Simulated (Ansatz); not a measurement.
# CdSe: lattice vibrations

Aim: phonons by finite displacements on a 1×1×1 mesh of wavevectors, at three volumes, and the mode Grüneisen parameters. Runs: reference run (LAPW); volume scaled by 0.985 (LAPW); volume scaled by 1.015 (LAPW); mode Grüneisen parameters (LAPW). Companion runs by PAW are cited.

The COD entry's cell or inner coordinates are ideal or old and differ from later refinements, so a difference from it is no clean test against experiment.

Computed with Ansatz 0.2.0 (DFT PBEsol, all-electron LAPW, scalar-relativistic unless said, unless a step's input says otherwise).

## 1. The starting structure

Symmetry: P6_3mc, No. 186, hexagonal system. The conventional cell has a = 4.301 Å, b = 4.301 Å, c = 7.022 Å, α = 90.00°, β = 90.00°, γ = 120.00°. Cd (site symmetry 3m) has 4 Se at 2.63 to 2.64 Å in its first shell of neighbours. Around Se (site symmetry 3m) lie 4 Cd at 2.63 to 2.64 Å.

Coordinates:

```
Cd Se
1.0
     4.30108    0.00000    0.00000
    -2.15054    3.72484    0.00000
     0.00000    0.00000    7.02198
Cd Se
2 2
Direct
  0.33333 0.66667 0.00469
  0.66667 0.33333 0.50469
  0.33333 0.66667 0.38031
  0.66667 0.33333 0.88031
```

Cartesian axes are those of the input's lattice vectors. The structure goes back to a database entry.

## 2. Reference run, LAPW

input.yaml reads:

```yaml
crystal:
  lattice:
    - [4.301076045, 0.0, 0.0]
    - [-2.1505380225, 3.72484111858, 0.0]
    - [0.0, 0.0, 7.0219795563]
  atoms:
    - { symbol: Cd, position: [0.333333333333, 0.666666666667, 0.00469384011] }
    - { symbol: Cd, position: [0.666666666667, 0.333333333333, 0.50469384011] }
    - { symbol: Se, position: [0.333333333333, 0.666666666667, 0.38030615989] }
    - { symbol: Se, position: [0.666666666667, 0.333333333333, 0.88030615989] }
kpoints:
  mp_grid: { grid: [6, 6, 4] }
scf:
  occupations: { method: fixed }
hamiltonian:
  xc: pbesol
  pseudopotentials: { kind: all_electron, lapw: { basis_error: 0.001 } }
phonons:
  supercell: [1, 1, 1]
```

Run with:

```sh
$ ansatz run input.yaml --threads 1 --pin off --max-ram 3072MiB --backend cpu --events-out ev --progress --plain --runs-dir out
```

## 3. Volume scaled by 0.985, LAPW

input.yaml reads:

```yaml
crystal:
  lattice:
    - [4.27946223276, 0.0, 0.0]
    - [-2.13973111638, 3.7061230081, 0.0]
    - [0.0, 0.0, 6.98669263133]
  atoms:
    - { symbol: Cd, position: [0.333333333333, 0.666666666667, 0.004721095242] }
    - { symbol: Cd, position: [0.666666666667, 0.333333333333, 0.504721095242] }
    - { symbol: Se, position: [0.333333333333, 0.666666666667, 0.380278904758] }
    - { symbol: Se, position: [0.666666666667, 0.333333333333, 0.880278904758] }
kpoints:
  mp_grid: { grid: [6, 6, 4] }
scf:
  occupations: { method: fixed }
hamiltonian:
  xc: pbesol
  pseudopotentials: { kind: all_electron, lapw: { basis_error: 0.001 } }
phonons:
  supercell: [1, 1, 1]
```

## 4. Volume scaled by 1.015, LAPW

input.yaml reads:

```yaml
crystal:
  lattice:
    - [4.32247478552, 0.0, 0.0]
    - [-2.16123739276, 3.74337297147, 0.0]
    - [0.0, 0.0, 7.05691535304]
  atoms:
    - { symbol: Cd, position: [0.333333333333, 0.666666666667, 0.00469384011] }
    - { symbol: Cd, position: [0.666666666667, 0.333333333333, 0.50469384011] }
    - { symbol: Se, position: [0.333333333333, 0.666666666667, 0.38030615989] }
    - { symbol: Se, position: [0.666666666667, 0.333333333333, 0.88030615989] }
kpoints:
  mp_grid: { grid: [6, 6, 4] }
scf:
  occupations: { method: fixed }
hamiltonian:
  xc: pbesol
  pseudopotentials: { kind: all_electron, lapw: { basis_error: 0.001 } }
phonons:
  supercell: [1, 1, 1]
```

(Steps that only read results are left out.)

What does the calculation give? Wanted: highest mode on the mesh, without the LO shift; optical modes at Γ.

The runs gave:

```
                                             quantity                                                           value
highest mode on the mesh, without the LO shift (LAPW)                                                        184 cm⁻¹
                                   optical modes at Γ  33 (E2), 121 (B1), 165 (A1), 169 (E1), 172 (E2), 184 (B1) cm⁻¹
             mean Grüneisen parameter at 300 K (LAPW)                                                            0.51
```

What this shows: No mode at Γ is unstable, and no other wavevector was sampled; the highest lies at 184 cm⁻¹ by LAPW. Weighted by heat capacity at 300 K the mean Grüneisen parameter of the sampled modes is 0.51; optical modes at Γ alone don't fix the expansion. Some modes have negative γ and soften under compression. PAW differs from LAPW by at most 0.2 cm⁻¹. Each set of modes is computed in the harmonic approximation. Cautions: zone-boundary modes aren't tested.

A log calls its force constants unconverged on the k mesh, so modes and the static dielectric constant formed from them are rough.
